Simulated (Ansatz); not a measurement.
Input, command and steps of an Ansatz relaxation.

```yaml
crystal:
  lattice:
    - [4.205942372, 0.0, 0.0]
    - [0.0, 4.2176437167, 0.0]
    - [0.0, 0.0, 4.9452116242]
  atoms:
    - { symbol: Cu, position: [0.25, 0.25, 0.5] }
    - { symbol: Cu, position: [0.25, 0.75, 0.0] }
    - { symbol: Cu, position: [0.75, 0.75, 0.5] }
    - { symbol: Cu, position: [0.75, 0.25, 0.0] }
    - { symbol: O, position: [0.5, 0.0, 0.75] }
    - { symbol: O, position: [0.5, 0.0, 0.25] }
    - { symbol: O, position: [0.0, 0.5, 0.75] }
    - { symbol: O, position: [0.0, 0.5, 0.25] }
basis:
  ecutwfc: 420
kpoints:
  mp_grid: { grid: [8, 8, 8] }
hamiltonian:
  xc: pbe
scf:
  occupations: { method: gaussian, width: 0.1 }
output:
  forces: true
  stress: true
  eigenvalues: true
relax:
  adjacent_minimum: "off"
  f_tol: 0.008
  max_steps: 40
  cell: { stress_tol: 0.015, fix: [c, angles] }
```

```bash
ansatz run input.yaml --threads 1 --pin off --max-ram 2560MiB --backend cpu --events-out ev --progress --plain --runs-dir out
```

The calculation used DFT PBE, scalar-relativistic, plane waves, PAW in Ansatz 0.2.0.

Of 7 frames 6 are shown, positions in Å and forces in eV/Å; the SCF threshold varies from step to step. Steps run on the plane waves of an earlier cell, with a Pulay correction in the pressure. The basis is chosen afresh for the last frame, the zero of the energies, and at times for earlier ones too; energy and pressure can step there, also at an unchanged geometry. Where two frames share a geometry here, they differ by under 2 meV/atom and 0.3 GPa.

```xyz
8
Lattice="4.2059 0.0000 0.0000 0.0000 4.2176 0.0000 0.0000 0.0000 4.9452" Properties=species:S:1:pos:R:3:forces:R:3 pbc="T T T" step=1 free_energy_over_end_meV_per_atom=1.23 pressure_GPa=5.40
Cu    1.0515    1.0544    2.4726    0.0000    0.0000    0.0000
Cu    1.0515    3.1632    0.0000    0.0000    0.0000    0.0000
Cu    3.1545    3.1632    2.4726    0.0000    0.0000    0.0000
Cu    3.1545    1.0544    0.0000    0.0000    0.0000    0.0000
O     2.1030    0.0000    3.7089    0.0000    0.0000    0.0000
O     2.1030    0.0000    1.2363    0.0000    0.0000    0.0000
O     0.0000    2.1088    3.7089    0.0000    0.0000    0.0000
O     0.0000    2.1088    1.2363    0.0000    0.0000    0.0000
8
Lattice="4.2228 0.0000 0.0000 0.0000 4.2325 0.0000 0.0000 0.0000 4.9452" Properties=species:S:1:pos:R:3:forces:R:3 pbc="T T T" step=2 free_energy_over_end_meV_per_atom=0.66 pressure_GPa=4.22
Cu    1.0557    1.0581    2.4726    0.0000    0.0000    0.0000
Cu    1.0557    3.1743    0.0000    0.0000    0.0000    0.0000
Cu    3.1671    3.1743    2.4726    0.0000    0.0000    0.0000
Cu    3.1671    1.0581    0.0000    0.0000    0.0000    0.0000
O     2.1114    0.0000    3.7089    0.0000    0.0000    0.0000
O     2.1114    0.0000    1.2363    0.0000    0.0000    0.0000
O     0.0000    2.1162    3.7089    0.0000    0.0000    0.0000
O     0.0000    2.1162    1.2363    0.0000    0.0000    0.0000
8
Lattice="4.2392 0.0000 0.0000 0.0000 4.2459 0.0000 0.0000 0.0000 4.9452" Properties=species:S:1:pos:R:3:forces:R:3 pbc="T T T" step=3 free_energy_over_end_meV_per_atom=0.68 pressure_GPa=3.14
Cu    1.0598    1.0615    2.4726    0.0000    0.0000    0.0000
Cu    1.0598    3.1844    0.0000    0.0000    0.0000    0.0000
Cu    3.1794    3.1844    2.4726    0.0000    0.0000    0.0000
Cu    3.1794    1.0615    0.0000    0.0000    0.0000    0.0000
O     2.1196    0.0000    3.7089    0.0000    0.0000    0.0000
O     2.1196    0.0000    1.2363    0.0000    0.0000    0.0000
O     0.0000    2.1229    3.7089    0.0000    0.0000    0.0000
O     0.0000    2.1229    1.2363    0.0000    0.0000    0.0000
8
Lattice="4.2398 0.0000 0.0000 0.0000 4.2457 0.0000 0.0000 0.0000 4.9452" Properties=species:S:1:pos:R:3:forces:R:3 pbc="T T T" step=4 free_energy_over_end_meV_per_atom=0.69 pressure_GPa=3.12
Cu    1.0600    1.0614    2.4726    0.0000    0.0000    0.0000
Cu    1.0600    3.1843    0.0000    0.0000    0.0000    0.0000
Cu    3.1799    3.1843    2.4726    0.0000    0.0000    0.0000
Cu    3.1799    1.0614    0.0000    0.0000    0.0000    0.0000
O     2.1199    0.0000    3.7089    0.0000    0.0000    0.0000
O     2.1199    0.0000    1.2363    0.0000    0.0000    0.0000
O     0.0000    2.1229    3.7089    0.0000    0.0000    0.0000
O     0.0000    2.1229    1.2363    0.0000    0.0000    0.0000
8
Lattice="4.2398 0.0000 0.0000 0.0000 4.2457 0.0000 0.0000 0.0000 4.9452" Properties=species:S:1:pos:R:3:forces:R:3 pbc="T T T" step=5 free_energy_over_end_meV_per_atom=0.00 pressure_GPa=3.22
Cu    1.0600    1.0614    2.4726    0.0000    0.0000    0.0000
Cu    1.0600    3.1843    0.0000    0.0000    0.0000    0.0000
Cu    3.1799    3.1843    2.4726    0.0000    0.0000    0.0000
Cu    3.1799    1.0614    0.0000    0.0000    0.0000    0.0000
O     2.1199    0.0000    3.7089    0.0000    0.0000    0.0000
O     2.1199    0.0000    1.2363    0.0000    0.0000    0.0000
O     0.0000    2.1229    3.7089    0.0000    0.0000    0.0000
O     0.0000    2.1229    1.2363    0.0000    0.0000    0.0000
8
Lattice="4.2433 0.0000 0.0000 0.0000 4.2454 0.0000 0.0000 0.0000 4.9452" Properties=species:S:1:pos:R:3:forces:R:3 pbc="T T T" step=7 free_energy_over_end_meV_per_atom=0.00 pressure_GPa=3.11
Cu    1.0608    1.0613    2.4726    0.0000    0.0000    0.0000
Cu    1.0608    3.1840    0.0000    0.0000    0.0000    0.0000
Cu    3.1825    3.1840    2.4726    0.0000    0.0000    0.0000
Cu    3.1825    1.0613    0.0000    0.0000    0.0000    0.0000
O     2.1216    0.0000    3.7089    0.0000    0.0000    0.0000
O     2.1216    0.0000    1.2363    0.0000    0.0000    0.0000
O     0.0000    2.1227    3.7089    0.0000    0.0000    0.0000
O     0.0000    2.1227    1.2363    0.0000    0.0000    0.0000
```

The run took 3.6 min on 1 thread of Arm Neoverse V2, with other jobs on the host, peak memory 0.72 GiB.

Spin polarisation was left out, and a magnetic state may lie lower.